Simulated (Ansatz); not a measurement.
# YN: the cost of one run

Program: Ansatz 0.2.0. Level of theory: reference: DFT, HSE06, plane waves, PAW. These are calculated values, not measurements.

## Step 1: The structure to begin with

The structure is cubic, space group Fm-3m (No. 225). The conventional cell has a = 4.896 Å, b = 4.896 Å, c = 4.896 Å, α = 90.00°, β = 90.00°, γ = 90.00°. Around Y (site symmetry m-3m) lie 6 N at 2.45 Å. N (site symmetry m-3m) is surrounded by 6 Y at 2.45 Å.

Structure file:

```cif
data_structure
_symmetry_space_group_name_H-M 'P 1'
_symmetry_Int_Tables_number 1
_cell_length_a 3.4621
_cell_length_b 3.4621
_cell_length_c 3.4621
_cell_angle_alpha 60.000
_cell_angle_beta 60.000
_cell_angle_gamma 60.000
_cell_volume 29.34
loop_
_atom_site_label
_atom_site_type_symbol
_atom_site_fract_x
_atom_site_fract_y
_atom_site_fract_z
_atom_site_occupancy
Y1 Y 0.00000 0.00000 0.00000 1
N1 N 0.50000 0.50000 0.50000 1
```

## Step 2: Baseline

Input file input.yaml:

```yaml
crystal:
  lattice:
    - [0.0, 2.4480481452, 2.4480481452]
    - [2.4480481452, 0.0, 2.4480481452]
    - [2.4480481452, 2.4480481452, 0.0]
  atoms:
    - { symbol: "Y", position: [0.0, 0.0, 0.0] }
    - { symbol: "N", position: [0.5, 0.5, 0.5] }
kpoints:
  mp_grid: { grid: [4, 4, 4] }
hamiltonian:
  xc: hse06
scf:
  occupations: { method: fixed }
  n_extra_bands: 4
output:
  forces: true
  stress: true
  eigenvalues: true
```

Launch:

```console
$ ansatz run input.yaml --threads 4 --pin off --max-ram 3686MiB --backend cpu --events-out ev --progress --plain --runs-dir out
```

What time and memory should one allow on 4 threads of Intel Xeon Platinum 8488C (Sapphire Rapids), shared host?

About 2.3 s, with a peak of 0.56 GiB.
